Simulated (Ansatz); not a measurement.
The parent structure is BeO in the wurtzite structure (space group P6_3mc, No. 186; a = 2.690 Å, c = 4.370 Å).

The values are results of DFT with r2SCAN, PAW potentials and a 500 eV plane-wave cutoff in Ansatz (a first-principles code), no SOC, not measurements.

Its conduction minimum is a single valley at Γ with mass 0.58 mₑ.

One thing is altered: 0.0411 electrons added to each cell, a density of 1.5×10^21 cm⁻³, with a uniform compensating background at fixed cell and a 300 K Fermi–Dirac width.

Q: Where would a parabolic band put the Fermi level, and where does the calculation put it?

A: k_F = (3π²n)^(1/3) = 0.354 Å⁻¹, so ħ²k_F²/2m = 0.82 eV above the band edge at zero temperature. The calculation gives 0.70 eV (to 0.05 eV), close to the parabolic estimate.

Carriers are added with a uniform compensating background; total energy and stress of such cells depend on the potential's zero and are not compared; many-body gap narrowing is missing at this level. The levels and masses belong to the bands next to the band gap. Effective masses come from finite differences of ±0.01 Å⁻¹. No phonon test of stability was made.
